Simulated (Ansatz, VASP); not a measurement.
**One calculation of CdTe, two programs**

```
Te Cd
1.0
     0.00000    3.20500    3.20500
     3.20500    0.00000    3.20500
     3.20500    3.20500    0.00000
Te Cd
1 1
Cartesian
  4.8075 4.8075 4.8075
  0.0000 0.0000 0.0000
```

Alike in both runs: task relaxation of cell and atoms; functional PBE; dispersion D4; k mesh 7 × 7 × 7; occupations fermi-dirac, width 0.05 eV; no spin polarisation.

```csv
,VASP,Ansatz
version,VASP 6.6.1,Ansatz 0.2.0
potentials or method,"VASP PAW PBE potentials, release 64 (Te, Cd)",Ansatz PAW
plane-wave cutoff (eV),600,420
valence electrons in the cell,18,36
```

VASP gave:

| Property | Result |
| --- | --- |
| gap on the k mesh at the Fermi level, each at its own relaxed structure (eV) | 0.72 |
| relaxed volume (Å³/atom) | 34.65 |
| relaxed cell length with the largest relative difference (Å) | 4.610 |
| energy change over the relaxation (meV/atom) | -12 |

Q: What did Ansatz give for the same quantities?

A: gap on the k mesh at the Fermi level, each at its own relaxed structure (eV): 0.72; relaxed volume (Å³/atom): 34.57; relaxed cell length with the largest relative difference (Å): 4.607; energy change over the relaxation (meV/atom): -11.

The two sets of potentials don't hold the same shells in valence.

Caveats: spin-orbit coupling is left out, which moves the levels of the heavy elements; odd divisions of the mesh miss points on the zone boundary, where band edges often lie, so the gap on the mesh can be too wide (Ansatz); the plane-wave basis is chosen anew once the cell has moved, so the energies of steps on either side of that aren't comparable (Ansatz). Zero-point motion and thermal expansion aren't in these numbers. As with any semilocal functional, this PBE gap is likely too small.
